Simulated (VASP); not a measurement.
NaH: single point with LDA

Crystal: NaH.

```
Na H
1.0
     0.00000    2.47660    2.36680
     2.47660    0.00000    2.36680
     2.47660    2.47660    0.00000
Na H
1 1
Cartesian
  0.0000 0.0000 0.0000
  2.4766 2.4766 2.3668
```

The cell isn't the ideal one: strain +0.015 along x and y, -0.030 along z, atoms carried along.

| Item | Value |
| --- | --- |
| Program | VASP 6.6.1 |
| Task | single point |
| Functional | LDA |
| Potentials or basis | VASP PAW LDA potentials, release 64 (Na_pv, H) |
| Cutoff | 520 eV |
| k mesh | 8 × 8 × 8 |
| Occupations | gaussian, width 0.05 eV |
| Spin | no spin polarisation |

- Pressure: -2.6 GPa
- Band gap on the k mesh: 3.36 eV, indirect (least direct gap 4.27 eV)

Stress tensor (GPa, compression positive):
```
-2.97  0.00  0.00
 0.00 -2.97  0.00
 0.00  0.00 -1.82
```

Levels at points of the mesh, in eV from the valence-band top:
| k point | band 2 | band 3 | band 4 | band 5 | band 6 | band 7 |
| --- | --- | --- | --- | --- | --- | --- |
| (0.00, 0.00, 0.00) | -22.24 | -22.23 | -3.72 | 10.09 | 14.91 | 14.91 |
| (0.50, 0.00, 0.00) | -22.25 | -22.24 | -0.91 | 3.36 | 10.34 | 12.56 |
| (0.50, 0.50, 0.00) | -22.27 | -22.27 | -0.05 | 4.59 | 9.27 | 9.77 |
| (0.50, 0.00, 0.50) | -22.26 | -22.26 | -0.28 | 4.07 | 9.72 | 10.30 |

Wall time 8.8 s on 1 thread of AMD EPYC 9R45 96-Core Processor (Zen 5), with other jobs on the host, peak memory 0.11 GiB.

A k mesh can miss the band edges.
